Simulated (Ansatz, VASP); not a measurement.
## Na: VASP beside Ansatz

The input INCAR:

```
ALGO = Normal
EDIFF = 1E-6
ENCUT = 520
GGA = CA
ISIF = 2
ISMEAR = -1
LASPH = T
LCHARG = F
LREAL = F
LWAVE = F
NBANDS = 10
NELM = 100
PREC = Accurate
SIGMA = 0.3
```

Contents of KPOINTS:

```
k-points
0
Gamma
  11 11 11
```

Contents of POSCAR:

```
Na
1.0
   -2.0287155323      2.0287155323      2.0287155323
    2.0287155323     -2.0287155323      2.0287155323
    2.0287155323      2.0287155323     -2.0287155323
Na
1
Direct
    0.0000000000      0.0000000000      0.0000000000
```

Input for Ansatz:

```yaml
crystal:
  lattice:
    - [-2.0287155323, 2.0287155323, 2.0287155323]
    - [2.0287155323, -2.0287155323, 2.0287155323]
    - [2.0287155323, 2.0287155323, -2.0287155323]
  atoms:
    - { symbol: Na, position: [0.0, 0.0, 0.0] }
hamiltonian:
  xc: lda
  pseudopotentials:
    kind: paw
    azcp:
      Na: "pseudopotentials/Na.paw.azcp"
basis:
  ecutwfc: 420
  fft_grid_basis: typed
kpoints:
  mp_grid: { grid: [11, 11, 11], shift: [0, 0, 0] }
magnetization:
  spin_polarized: false
scf:
  occupations: { method: fermi_dirac, width: 0.3 }
  lower_state_search: "off"
output:
  stress: true
  write_density: true
  write_potential: true
  elf: true
  volumetric_format: npy
```

Alike in both runs: task single point; functional LDA; k mesh 11 × 11 × 11; occupations fermi-dirac, width 0.3 eV; no spin polarisation.

|  | VASP | Ansatz |
| --- | --- | --- |
| version | VASP 6.6.1 | Ansatz 0.2.0 |
| potentials or method | VASP PAW LDA potentials, release 64 (Na_pv) | plane waves (420 eV) with PAW, scalar-relativistic |
| plane-wave cutoff (eV) | 520 | 420 |
| valence electrons in the cell | 7 | 9 |

```tsv
	VASP	Ansatz	Ansatz less VASP
pressure (GPa)	0.1	0.1	+0.03
```

The two sets of potentials don't hold the same shells in valence. Ansatz warned: «pseudo_functional_mismatch».
